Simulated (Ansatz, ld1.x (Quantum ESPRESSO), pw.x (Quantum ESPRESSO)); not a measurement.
**What a changed setting does to a pw.x run (sc P)**

Potential: norm-conserving Troullier–Martins (Kleinman–Bylander form), ld1.x (Quantum ESPRESSO) 7.5, PBE; core [Ne], reference 3s2 3p3; waves: 3p (bound): rc 1.80 bohr; 3d channel at 0.2 Ry: rc 1.75 bohr; 3s (bound): rc 1.55 bohr; local part: the s channel; core correction: none.

The reference run (k-mesh 13³, cutoffs 60/240 Ry, Fermi–Dirac 0.01 Ry, mixing_beta 0.4, conv_thr 1e-9, no spin) gives 0.31 GPa at 14.621 Å³/atom, where all-electron LAPW gives 0.27 GPa. This run, with its own iteration cap, changes k-mesh shift to 1.

```
&control
  calculation='scf', prefix='x', pseudo_dir='./', outdir='./tmp', tstress=.true., disk_io='none'
/
&system
  ibrav=0, nat=1, ntyp=1, ecutwfc=60, ecutrho=240, nbnd=9,
  occupations='smearing', smearing='fd', degauss=0.01
/
&electrons
  conv_thr=1e-09, mixing_beta=0.4, electron_maxstep=50
/
ATOMIC_SPECIES
P 1.0 P.UPF
CELL_PARAMETERS angstrom
  2.44526365 0.00000000 0.00000000
  0.00000000 2.44526365 0.00000000
  0.00000000 0.00000000 2.44526365
ATOMIC_POSITIONS crystal
P 0.0000 0.0000 0.0000
K_POINTS automatic
13 13 13 1 1 1
```

```bash
pw.x < P.scf.in > P.scf.out
```

Q: How does the run end?

A: It converges in 7 iterations; the free energy moves by +3.6 meV/atom and the pressure by +0.13 GPa.

```
Message from routine setup:
     using ibrav=0 with symmetry is DISCOURAGED, use correct ibrav instead
     lattice parameter (alat)  =       4.6209  a.u.
     unit-cell volume          =      98.6674 (a.u.)^3
     number of electrons       =         5.00
     number of Kohn-Sham states=            9
     kinetic-energy cutoff     =      60.0000  Ry
     charge density cutoff     =     240.0000  Ry
     scf convergence threshold =      1.0E-09
     Exchange-correlation= PBE
     number of k points=    84  Fermi-Dirac smearing, width (Ry)=  0.0100
     iteration #  1     ecut=    60.00 Ry     beta= 0.40
     total energy              =     -13.18910917 Ry
     estimated scf accuracy    <       0.00519886 Ry
     iteration #  2     ecut=    60.00 Ry     beta= 0.40
     total energy              =     -13.18931365 Ry
     estimated scf accuracy    <       0.00188537 Ry
     iteration #  3     ecut=    60.00 Ry     beta= 0.40
     total energy              =     -13.18932718 Ry
     estimated scf accuracy    <       0.00000068 Ry
     iteration #  4     ecut=    60.00 Ry     beta= 0.40
     total energy              =     -13.18932756 Ry
     estimated scf accuracy    <       0.00000013 Ry
     iteration #  5     ecut=    60.00 Ry     beta= 0.40
     total energy              =     -13.18932758 Ry
     estimated scf accuracy    <          7.7E-09 Ry
     iteration #  6     ecut=    60.00 Ry     beta= 0.40
     total energy              =     -13.18932759 Ry
     estimated scf accuracy    <          1.1E-09 Ry
     iteration #  7     ecut=    60.00 Ry     beta= 0.40
     the Fermi energy is    10.9276 ev
!    total energy              =     -13.18932759 Ry
     estimated scf accuracy    <          1.3E-12 Ry
     smearing contrib. (-TS)   =      -0.00156823 Ry
     The total energy is F=E-TS. E is the sum of the following terms:
     one-electron contribution =       5.15878037 Ry
     hartree contribution      =       0.42267849 Ry
     xc contribution           =      -3.41879612 Ry
     ewald contribution        =     -15.35042210 Ry
     convergence has been achieved in   7 iterations
          total   stress  (Ry/bohr**3)                   (kbar)     P=        4.42
     Message from routine punch:
     Nothing written, as per user request (disk_io='none')
```

The run took about 4.8 s on one core of a shared host (Neoverse-V2, 96 threads, 742 GiB, load 61).
